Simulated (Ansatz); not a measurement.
Cu, 1 atom in the cell. The structure is cubic, space group Fm-3m (No. 225). The conventional cell has a = 3.615 Å, b = 3.615 Å, c = 3.615 Å, α = 90.00°, β = 90.00°, γ = 90.00°. Cu (site symmetry m-3m) is surrounded by 12 Cu at 2.56 Å. 

| Item | Value |
| --- | --- |
| Program | Ansatz 0.2.0 |
| Task | atomic charges |
| Functional | PBE |
| Potentials or basis | SSSP precision PAW |
| Cutoff | 1225 eV |
| Density cutoff | 12245 eV |
| k mesh | 13 × 13 × 13 |
| Occupations | cold, width 0.1 eV |
| Spin | no spin polarisation |

Potentials or basis: SSSP precision PAW.

Command:

```console
$ ansatz run input.yaml --threads 1 --pin off --max-ram 2560MiB --backend cpu --events-out ev --progress --plain --runs-dir out
```

Hardware: 1 thread of Intel(R) Xeon(R) Platinum 8259CL CPU @ 2.50GHz (Skylake/Cascade Lake), with other jobs on the host.

Q: How long does it take, and how much memory?

A: Run time: 12 s on 1 thread of Intel(R) Xeon(R) Platinum 8259CL CPU @ 2.50GHz (Skylake/Cascade Lake), on a shared host, peak memory 0.55 GiB. Counts: scf iterations 6, plane waves 1139, k points 84, bands 10.
